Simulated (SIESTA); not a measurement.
Runs of SIESTA 5.4.2 on BaTiO3. It takes space group R3m (No. 160, trigonal). The conventional cell has a = 5.655 Å, b = 5.655 Å, c = 6.955 Å, α = 90.00°, β = 90.00°, γ = 120.00°. Ba (site symmetry 3m) is surrounded by 12 O at 2.79 to 2.89 Å. Ti (site symmetry 3m) is surrounded by 6 O at 1.87 to 2.14 Å. Around O (site symmetry m) lie 2 Ti at 1.87 to 2.14 Å. 

| task | level | potentials or basis | k mesh | gap on the mesh (eV) | pressure (GPa) | V0 of scaled cells (Å³/atom) | B0 (GPa) | largest force (eV/Å) |
| --- | --- | --- | --- | --- | --- | --- | --- | --- |
| equation of state | PBEsol | PseudoDojo 0.4 standard (PBEsol files), DZP (energy shift 0.003 Ry; two zetas on semicore shells; d shell added on Ba) | 7 × 7 × 7 | - | - | (b) | (a) | - |
| equation of state | LDA | PseudoDojo 0.4 standard (LDA files), DZP (energy shift 0.003 Ry; two zetas on semicore shells; d shell added on Ba) | 5 × 5 × 5 | - | - | 12.58 | 188 | - |
| band structure | BLYP | PseudoDojo 0.4 standard (PBE files), DZP (energy shift 0.003 Ry; two zetas on semicore shells; d shell added on Ba) | 7 × 7 × 7 | 2.44 | 13.4 | - | - | 0.41 |
| single point | PBEsol | PseudoDojo 0.4 standard (PBEsol files), DZP (energy shift 0.003 Ry; two zetas on semicore shells; d shell added on Ba) | 7 × 7 × 7 | 2.36 | 1.0 | - | - | 0.20 |
| band structure | LDA | PseudoDojo 0.4 standard (LDA files), DZP (energy shift 0.003 Ry; two zetas on semicore shells; d shell added on Ba) | 7 × 7 × 7 | 2.33 | -3.7 | - | - | 0.13 |

Alike in all rows: no spin polarisation; cell as given; smearing fermi-dirac 0.05 eV; grid cutoff 800 Ry; energy shift 0.003 Ry.

Problem. Estimate the missing entries.

Solution. (a) 173; (b) 12.91.

Caveats: this set's barium file shifts pressures by up to 1 GPa against other sets; the basis of atomic orbitals isn't converged, which shifts pressures, moduli and gaps; spin-orbit coupling is left out, which moves the levels of the heavy elements (some runs); the cell was scaled at fixed shape and fractional positions, which overstates the stiffness of a crystal with free parameters, most of all of layers and chains (some runs); the potentials were made for another functional, which shifts forces and pressure (some runs); an odd mesh through Γ misses points on the zone boundary, where band edges often lie (some runs).

A k mesh can miss the band edges, and the runs leave out spin-orbit coupling on Ba.

Not every run made on this cell is shown here.
